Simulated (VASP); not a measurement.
Runs of VASP 6.6.1 on P. The cell holds a sheet with vacuum, 4 atoms: a = 3.283 Å, b = 4.302 Å, c = 18.100 Å, α = 90.00°, β = 90.00°, γ = 90.00°. The cell was built by a generator and needn't be a form met in nature.

```tsv
task	level	cell	k mesh	cutoff (eV)	grid for exact exchange (PRECFOCK)	dipole correction	screening parameter	exchange at q = 0	gap on the mesh (eV)	largest force (eV/Å)
work function	HSE06	Pmna, 63.91 Å³/atom	6 × 4 × 1	520	Fast	yes	0.2 1/A	-	(b)	0.30
work function	PBE0	Pmna, 63.91 Å³/atom	6 × 4 × 1	520	Fast	yes	-	default	(a)	0.32
work function	r2SCAN	Pmna, 63.91 Å³/atom	10 × 8 × 1	520	-	yes	-	-	0.76	0.34
work function	PBEsol	Pmna, 63.91 Å³/atom	10 × 8 × 1	520	-	yes	-	-	0.55	0.03
relaxation of cell and atoms	PBEsol+D3(BJ)	relaxed	10 × 8 × 1	600	-	no	-	-	0.55	-
```

Alike in all rows: potentials or basis VASP PAW PBE potentials, release 64 (P); no spin polarisation; smearing gaussian 0.03 eV.

Question: Estimate the missing entries.

Answer: (a) 1.97; (b) 1.27.

Caveats: the PAW data sets were made with another functional, which shifts forces and pressure a little.

A k mesh can miss the band edges.
